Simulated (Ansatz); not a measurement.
Theory: Ansatz 0.2.0, DFT PBE, scalar-relativistic, plane waves, PAW. All cells share a 420 eV cutoff and Γ-centred k meshes spaced at most about 0.3 Å⁻¹ (about 0.25 or finer for metals, 2π included). No spin polarisation.

All energies are static (0 K, no zero-point motion).

**Question.** Which of these relaxed structures of Be4Se3 is the lowest in energy?
A.

```cif
data_structure
_symmetry_space_group_name_H-M 'F-43m'
_symmetry_Int_Tables_number 216
_cell_length_a 7.7660
_cell_length_b 7.7660
_cell_length_c 7.7660
_cell_angle_alpha 90.000
_cell_angle_beta 90.000
_cell_angle_gamma 90.000
_cell_volume 468.38
loop_
_atom_site_label
_atom_site_type_symbol
_atom_site_symmetry_multiplicity
_atom_site_Wyckoff_symbol
_atom_site_fract_x
_atom_site_fract_y
_atom_site_fract_z
_atom_site_occupancy
Be1 Be 16 e 0.09652 0.09652 0.90348 1
Se1 Se 4 d 0.25000 0.25000 0.75000 1
Se2 Se 4 c 0.25000 0.25000 0.25000 1
Se3 Se 4 b 0.50000 0.00000 0.00000 1
```

B.

```cif
data_structure
_symmetry_space_group_name_H-M 'P-4m2'
_symmetry_Int_Tables_number 115
_cell_length_a 3.5263
_cell_length_b 3.5263
_cell_length_c 9.3151
_cell_angle_alpha 90.000
_cell_angle_beta 90.000
_cell_angle_gamma 90.000
_cell_volume 115.83
loop_
_atom_site_label
_atom_site_type_symbol
_atom_site_symmetry_multiplicity
_atom_site_Wyckoff_symbol
_atom_site_fract_x
_atom_site_fract_y
_atom_site_fract_z
_atom_site_occupancy
Be1 Be 2 g 0.00000 0.50000 0.56815 1
Be2 Be 2 g 0.00000 0.50000 0.14265 1
Se1 Se 2 f 0.50000 0.50000 0.71290 1
Se2 Se 1 a 0.00000 0.00000 0.00000 1
```

C.

```cif
data_structure
_symmetry_space_group_name_H-M 'P-43m'
_symmetry_Int_Tables_number 215
_cell_length_a 4.9461
_cell_length_b 4.9461
_cell_length_c 4.9461
_cell_angle_alpha 90.000
_cell_angle_beta 90.000
_cell_angle_gamma 90.000
_cell_volume 121.00
loop_
_atom_site_label
_atom_site_type_symbol
_atom_site_symmetry_multiplicity
_atom_site_Wyckoff_symbol
_atom_site_fract_x
_atom_site_fract_y
_atom_site_fract_z
_atom_site_occupancy
Be1 Be 4 e 0.76814 0.76814 0.23186 1
Se1 Se 3 c 0.50000 0.00000 0.50000 1
```

**Answer.** B. The next of these, C, lies 54 meV/atom higher. Forms: B P-4m2; C P-43m; A F-43m. Counting Se atoms around Be (those within 1.25 times the shortest such distance or 1.15 times the sum of covalent radii, 1.27 where that leaves under three; a slash parts the counts of unlike sites): B has Be 2/4; C has Be 3; A has Be 1. All come from invented guesses.

No dispersion correction is applied, so the spacing and binding between layers, chains or molecules are poorly described (P-4m2), and this can change margins and order among such cells. Cells relaxed within their symmetry can be saddle points. Some structure types and database cells were kept out of the candidates from the start, so a known form may be missing.
